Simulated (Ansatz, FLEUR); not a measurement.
**Pd: programs and potentials compared**

```
CELL_PARAMETERS angstrom
0.00000 1.94650 1.94650
1.94650 0.00000 1.94650
1.94650 1.94650 0.00000
ATOMIC_POSITIONS crystal
Pd 0.00000 0.00000 0.00000
```

Alike in all runs: task equation of state; functional PBE; k mesh 12 × 12 × 12; occupations fermi-dirac, width 0.05 eV; no spin polarisation; no spin-orbit coupling.

| program and potentials | plane-wave cutoff (eV) | notes | equilibrium volume (Å³/atom) | bulk modulus (GPa) |
| --- | --- | --- | --- | --- |
| Ansatz, Ansatz PAW | 420 | - | 15.31 | 167.5 |
| Ansatz, Ansatz PAW (files of its older set among them) | 600 | - | 15.30 | 168.1 |
| FLEUR, all-electron, FLAPW | - | - | 15.31 | 168.2 |
| Ansatz, Ansatz NC | 1116 | - | 15.31 | 168.1 |
| Ansatz, SPMS NC | 653 | - | 15.37 | 168.9 |

The equilibrium volume spans 15.30 (Ansatz, Ansatz PAW (files of its older set among them)) to 15.37 Å³/atom (Ansatz, SPMS NC), with all-electron results at 15.31. The bulk modulus spans 167.5 (Ansatz, Ansatz PAW) to 168.9 GPa (Ansatz, SPMS NC), with all-electron results at 168.2. For a metal such a mesh isn't converged, which the comparison doesn't need.

Differences between rows come from potentials, basis sets and numerical settings, since the functional is the same but for its coding. Runs on potential files found faulty are left out.
